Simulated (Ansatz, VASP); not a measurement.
Al2Cu in VASP and in Ansatz

The input INCAR:

```
SYSTEM = Al2Cu
  PREC = Accurate
  ENCUT = 520
  EDIFF = 1E-6
  ISMEAR = 0
  SIGMA = 0.15
  LREAL = .FALSE.
  LASPH = .TRUE.
  NELM = 100
  ALGO = Fast
  ISIF = 2
  LWAVE = .FALSE.
  LCHARG = .FALSE.
  GGA = PE
  NBANDS = 16
```

The input KPOINTS:

```
Automatic mesh
0
G
  10 10 14
  0 0 0
```

Contents of POSCAR:

```
Al2Cu
1.0
    4.2860091319      0.0000000000      0.0000000000
    0.0000000000      4.2860091319      0.0000000000
    0.0000000000      0.0000000000      2.8847334069
Al Cu
2 1
Direct
    0.5000000000      0.0000000000      0.5000000000
    0.0000000000      0.5000000000      0.5000000000
    0.0000000000      0.0000000000      0.0000000000
```

Input for Ansatz:

```yaml
crystal:
  lattice:
    - [4.2860091319, 0.0, 0.0]
    - [0.0, 4.2860091319, 0.0]
    - [0.0, 0.0, 2.8847334069]
  atoms:
    - { symbol: Al, position: [0.5, 0.0, 0.5] }
    - { symbol: Al, position: [0.0, 0.5, 0.5] }
    - { symbol: Cu, position: [0.0, 0.0, 0.0] }
basis:
  ecutwfc: 520.0
kpoints:
  mp_grid: { grid: [10, 10, 14] }
hamiltonian:
  xc: pbe
  pseudopotentials: { kind: paw, azcp: { folder: soft_1 } }
scf:
  occupations: { method: gaussian, width: 0.15 }
output:
  forces: true
  stress: true
  eigenvalues: true
  write_density: true
  write_potential: true
  elf: true
  volumetric_format: npy
```

Change from the starting cell: mode 9 frozen in at +0.000 Å, equal normal strain along x and y +0.0400.

Alike in both runs: task single point; functional PBE; k mesh 10 × 10 × 14; occupations gaussian, width 0.15 eV; no spin polarisation.

```csv
,VASP,Ansatz
version,VASP 6.6.1,Ansatz 0.2.0
potentials or method,"VASP PAW PBE potentials, release 64 (Al, Cu)","scalar-relativistic, plane waves, PAW"
plane-wave cutoff (eV),520,520
valence electrons in the cell,17,25
```

|  | VASP | Ansatz | Ansatz less VASP |
| --- | --- | --- | --- |
| gap on the k mesh at the Fermi level (eV) | none | none | - |
| pressure (GPa) | -5.6 | -5.6 | -0.01 |
| largest component of the traceless stress (GPa) | 0.93 | 0.96 | +0.030 |

A gap of «none» marks a metal or a gap that the smearing closes. The two sets of potentials don't hold the same shells in valence.
